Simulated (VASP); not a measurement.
# AlCu (Pm-3m) in VASP: single point with LDA

Aim: the single point of AlCu with LDA.

Program: VASP 6.6.1. These are calculated values, not measurements. Logs are shortened: lines on timing, memory, paths and dates and some standing lists are left out, and cuts for length are marked.

## (1) Starting point

Symmetry: Pm-3m, No. 221, cubic system. The conventional cell has a = 2.998 Å, b = 2.998 Å, c = 2.998 Å, α = 90.00°, β = 90.00°, γ = 90.00°. Al (site symmetry m-3m) has 8 Cu at 2.60 Å as nearest neighbours. Cu (site symmetry m-3m) is surrounded by 8 Al at 2.60 Å.

The cell comes from a database or a generator and needn't be the stable form of this composition.

## (2) Single point, LDA

File INCAR:

```
PREC = Accurate
ENCUT = 520
EDIFF = 1E-6
ISMEAR = 0
SIGMA = 0.1
LREAL = False
LASPH = True
NELM = 80
ALGO = Normal
ISIF = 2
LWAVE = False
LCHARG = False
NBANDS = 14
```

File KPOINTS:

```
Automatic mesh
0
Gamma
  6 6 6
```

File POSCAR:

```
AlCu
1.0
    2.9975090000      0.0000000000      0.0000000000
    0.0000000000      2.9975090000      0.0000000000
    0.0000000000      0.0000000000      2.9975090000
Al Cu
1 1
Direct
    0.0000000000      0.0000000000      0.0000000000
    0.5000000000      0.5000000000      0.5000000000
```

Potentials or basis: VASP PAW LDA potentials, release 64 (Al, Cu).

Started as:

```bash
> cat potpaw_LDA.64/Al/POTCAR potpaw_LDA.64/Cu/POTCAR > POTCAR
> mpirun -np 1 vasp_std > vasp.out
```

OUTCAR:

```text
PREC = Accurate
   ENCUT = 520
   EDIFF = 1E-6
   ISMEAR = 0
   LREAL = False
   LASPH = True
   NELM = 80
   ISIF = 2

 ion  position               nearest neighbor table
   1  0.000  0.000  0.000-   2 2.60   2 2.60   2 2.60   2 2.60   2 2.60   2 2.60   2 2.60   2 2.60

   2  0.500  0.500  0.500-   1 2.60   1 2.60   1 2.60   1 2.60   1 2.60   1 2.60   1 2.60   1 2.60

  LATTYP: Found a simple cubic cell.
 ALAT       =     2.9975090000

  Lattice vectors:

 A1 = (   2.9975090000,   0.0000000000,   0.0000000000)
 A2 = (   0.0000000000,   2.9975090000,   0.0000000000)
 A3 = (   0.0000000000,   0.0000000000,   2.9975090000)

Analysis of symmetry for initial positions (statically):
=====================================================================
 Subroutine PRICEL returns:
 Original cell was already a primitive cell.

 Routine SETGRP: Setting up the symmetry group for a
 simple cubic supercell.

 Subroutine GETGRP returns: Found 48 space group operations
 (whereof 48 operations were pure point group operations)
 out of a pool of 48 trial point group operations.

The static configuration has the point symmetry O_h .

Analysis of symmetry for dynamics (positions and initial velocities):
=====================================================================
 Subroutine PRICEL returns:
 Original cell was already a primitive cell.

 Routine SETGRP: Setting up the symmetry group for a
 simple cubic supercell.

 Subroutine GETGRP returns: Found 48 space group operations
 (whereof 48 operations were pure point group operations)
 out of a pool of 48 trial point group operations.

The dynamic configuration has the point symmetry O_h .

 Subroutine INISYM returns: Found 48 space group operations
 (whereof 48 operations are pure point group operations),
 and found     1 'primitive' translations

----------------------------------------------------------------------------------------

                                     Primitive cell

  volume of cell :      26.9328

  direct lattice vectors                    reciprocal lattice vectors
     2.997509000  0.000000000  0.000000000     0.333610341  0.000000000  0.000000000
     0.000000000  2.997509000  0.000000000     0.000000000  0.333610341  0.000000000
     0.000000000  0.000000000  2.997509000     0.000000000  0.000000000  0.333610341

  length of vectors
     2.997509000  2.997509000  2.997509000     0.333610341  0.333610341  0.333610341

  position of ions in fractional coordinates (direct lattice)
     0.000000000  0.000000000  0.000000000
     0.500000000  0.500000000  0.500000000

  ion indices of the primitive-cell ions
   primitive index   ion index
                 1           1
                 2           2

----------------------------------------------------------------------------------------

 KPOINTS: Automatic mesh

Automatic generation of k-mesh.
 Grid dimensions read from file:
 generate k-points for:    6    6    6

 Generating k-lattice:

  Cartesian coordinates                     Fractional coordinates (reciprocal lattice)
     0.055601724  0.000000000  0.000000000     0.166666667  0.000000000  0.000000000
     0.000000000  0.055601724  0.000000000     0.000000000  0.166666667  0.000000000
     0.000000000  0.000000000  0.055601724     0.000000000  0.000000000  0.166666667

  Length of vectors
     0.055601724  0.055601724  0.055601724

  Shift w.r.t. Gamma in fractional coordinates (k-lattice)
     0.000000000  0.000000000  0.000000000

 Subroutine IBZKPT returns following result:
 ===========================================

 Found     20 irreducible k-points:

 Following reciprocal coordinates:
            Coordinates               Weight
  0.000000  0.000000  0.000000      1.000000
  0.166667  0.000000  0.000000      6.000000
  0.333333  0.000000  0.000000      6.000000
  0.500000  0.000000  0.000000      3.000000
  0.166667  0.166667  0.000000     12.000000
  0.333333  0.166667  0.000000     24.000000
[... 12 lines left out ...]
  0.500000  0.500000  0.333333      6.000000
  0.500000  0.500000  0.500000      1.000000
   k-points           NKPTS =     20   k-points in BZ     NKDIM =     20   number of bands    NBANDS=     14
   number of dos      NEDOS =    301   number of ions     NIONS =      2
   total plane-waves  NPLWV =  13824
   dimension x,y,z NGX =    24 NGY =   24 NGZ =   24
   dimension x,y,z NGXF=    48 NGYF=   48 NGZF=   48
   ions per type =               1   1
   NGX,Y,Z   is equivalent  to a cutoff of  13.31, 13.31, 13.31 a.u.
   NGXF,Y,Z  is equivalent  to a cutoff of  26.62, 26.62, 26.62 a.u.
 SYSTEM =  unknown system
   PREC   = accura    normal or accurate (medium, high low for compatibility)
   ISTART =      0    job   : 0-new  1-cont  2-samecut
   ICHARG =      2    charge: 1-file 2-atom 10-const
   ISPIN  =      1    spin polarized calculation?
   LNONCOLLINEAR =      F non collinear calculations
   LSORBIT =      F    spin-orbit coupling
   LASPH  =      T    aspherical Exc in radial PAW
   ENCUT  =  520.0 eV  38.22 Ry    6.18 a.u.   5.57  5.57  5.57*2*pi/ulx,y,z
   NELM   =     80;   NELMIN=  2; NELMDL= -5     # of ELM steps
   EDIFF  = 0.1E-05   stopping-criterion for ELM
   LREAL  =      F    real-space projection
   EDIFFG = 0.1E-04   stopping-criterion for IOM
   NSW    =      0    number of steps for IOM
   IBRION =     -1    ionic relax: 0-MD 1-quasi-New 2-CG
   NFREE  =      0    steps in history (QN), initial steepest desc. (CG)
   ISIF   =      2    stress and relaxation
   ISYM   =      2    0-nonsym 1-usesym 2-fastsym
   POTIM  = 0.5000    time-step for ionic-motion
   TEBEG  =    0.0;   TEEND  =   0.0 temperature during run
   PSTRESS=    0.0 pullay stress
   NELECT =      14.0000    total number of electrons
   NUPDOWN=      -1.0000    fix difference up-down
   EMIN   =  10.00;   EMAX   =-10.00  energy-range for DOS
   EFERMI =   0.00;   METHOD = LEGACY
   ISMEAR =     0;   SIGMA  =   0.10  broadening in eV -4-tet -1-fermi 0-gaus
   EFERMI_NEDOS =   21; number of points for ismear=-14 and -15
   IALGO  =     38    algorithm
   IMIX   =      4    mixing-type and parameters
     AMIX     =   0.40;   BMIX     =  1.00
     AMIX_MAG =   1.60;   BMIX_MAG =  1.00
  volume/ion in A,a.u.               =      13.47        90.88
  Fermi-wavevector in a.u.,A,eV,Ry     =   1.316306  2.487459 23.574307  1.732663
  Thomas-Fermi vector in A             =   2.446428
   LORBIT       =      0    0 simple, 1 ext, 2 COOP (PROOUT), +10 PAW based schemes
   GGA     = CA    functional components
   LHFCALC =     F    Hartree Fock is set to
   AEXX    =    0.0000 exact exchange contribution
   IVDW    =     0    specifies the selected vdW correction
   LEPSILON=     F    determine dielectric tensor
   LRPA    =     F    only Hartree local field effects (RPA)
 non-spin polarized calculation
 Gauss-broadening in eV      SIGMA  =   0.10
  energy-cutoff  :      520.00
  volume of cell :       26.93
 maximum number of plane-waves:       739
 NGX is ok and might be reduce to    24
   NGX = 11   NGY = 11   NGZ = 11

 number of electron      14.0000020 magnetization

 Free energy of the ion-electron system (eV)
  ---------------------------------------------------
  ext. energy  EPLUGINS =         0.00000000
  ---------------------------------------------------
  free energy    TOTEN  =        -9.18652332 eV

  energy without entropy =       -9.17926604  energy(sigma->0) =       -9.18289468

 E-fermi :   8.8790     XC(G=0): -11.7438

 val. band max:        8.8409623842   @ k =   0.5000   0.5000   0.1667
 cond. band min:       8.9559140736   @ k =   0.3333   0.3333   0.1667
 fundamental gap:      0.1149516894
 Fermi energy:         8.8790067841

 k-point     1 :       0.0000    0.0000    0.0000
  band No.  band energies     occupation
      1      -2.5963      2.00000
      2       3.9438      2.00000
      3       3.9438      2.00000
      4       4.9416      2.00000
      5       4.9416      2.00000
      6       4.9416      2.00000
      7      12.6453      0.00000
      8      12.6453      0.00000
      9      12.6453      0.00000
     10      15.2496      0.00000
     11      15.2496      0.00000
     12      18.6517      0.00000
     13      27.1312      0.00000
     14      27.1312      0.00000

 k-point     2 :       0.1667    0.0000    0.0000
  band No.  band energies     occupation
      1      -2.1291      2.00000
      2       3.9446      2.00000
      3       4.0075      2.00000
      4       4.8242      2.00000
      5       4.8242      2.00000
      6       4.9548      2.00000
      7       9.4824      0.00000
      8      13.1999      0.00000
      9      13.1999      0.00000
     10      15.4127      0.00000
     11      17.2615      0.00000
     12      20.9292      0.00000
     13      23.7837      0.00000
     14      23.7837      0.00000

 k-point     3 :       0.3333    0.0000    0.0000
  band No.  band energies     occupation
      1      -0.7610      2.00000
      2       3.4225      2.00000
      3       4.1378      2.00000
      4       4.6087      2.00000
      5       4.6087      2.00000
      6       4.9812      2.00000
      7       6.4479      2.00000
      8      14.7374      0.00000
      9      14.7374      0.00000
     10      15.8374      0.00000
     11      18.6812      0.00000
     12      20.1136      0.00000
     13      20.1136      0.00000
     14      23.0701      0.00000
[... 256 lines left out ...]
 k-point    19 :       0.5000    0.5000    0.3333
  band No.  band energies     occupation
      1       3.1624      2.00000
      2       3.5610      2.00000
      3       3.5610      2.00000
      4       4.9708      2.00000
      5       5.3376      2.00000
      6       7.8940      2.00000
      7       7.8940      2.00000
      8       8.8214      1.58499
      9       9.4351      0.00000
     10      13.1235      0.00000
     11      13.4887      0.00000
     12      13.4887      0.00000
     13      15.3011      0.00000
     14      30.2932      0.00000

 k-point    20 :       0.5000    0.5000    0.5000
  band No.  band energies     occupation
      1       3.4067      2.00000
      2       3.4067      2.00000
      3       3.4067      2.00000
      4       5.3422      2.00000
      5       5.3422      2.00000
      6       9.6374      0.00000
      7       9.6374      0.00000
      8       9.6374      0.00000
      9      10.5351      0.00000
     10      11.0590      0.00000
     11      11.0590      0.00000
     12      11.0590      0.00000
     13      13.2065      0.00000
     14      33.2015      0.00000

------------------------ aborting loop because EDIFF is reached ----------------------------------------

  FORCE on cell =-STRESS in cart. coord.  units (eV):
  Direction    XX          YY          ZZ          XY          YZ          ZX
  --------------------------------------------------------------------------------------
  -------------------------------------------------------------------------------------
  Total       -1.0988645     -1.0988645     -1.0988645      0.0000000      0.0000000     -0.0000000
  in kB      -65.3692118    -65.3692118    -65.3692118      0.0000000      0.0000000     -0.0000000
  external PRESSURE =     -65.3692118 kB  Pullay stress =       0.0000000 kB

 VOLUME and BASIS-vectors are now :
 -----------------------------------------------------------------------------
  energy-cutoff  :      520.00
  volume of cell :       26.93
      direct lattice vectors                 reciprocal lattice vectors
     2.997509000  0.000000000  0.000000000     0.333610341  0.000000000  0.000000000
     0.000000000  2.997509000  0.000000000     0.000000000  0.333610341  0.000000000
     0.000000000  0.000000000  2.997509000     0.000000000  0.000000000  0.333610341

 POSITION                                       TOTAL-FORCE (eV/Angst)
 -----------------------------------------------------------------------------------
      0.00000      0.00000      0.00000         0.000000      0.000000      0.000000
      1.49875      1.49875      1.49875         0.000000      0.000000      0.000000
 -----------------------------------------------------------------------------------
    total drift:                                0.000000      0.000000     -0.000000

  FREE ENERGIE OF THE ION-ELECTRON SYSTEM (eV)
  ---------------------------------------------------
  free  energy   TOTEN  =        -9.1865233236 eV

  energy  without entropy=       -9.1792660427  energy(sigma->0) =       -9.18289468
```

It took 4.1 s on 1 thread of Intel Xeon Platinum 8488C (Sapphire Rapids), shared host; peak memory 0.12 GiB.

Results:

| Property | Result |
| --- | --- |
| Free energy | -9.1865 eV |
| Pressure | -6.5 GPa |
| Band gap on the k mesh | none (metal or under the smearing width) |
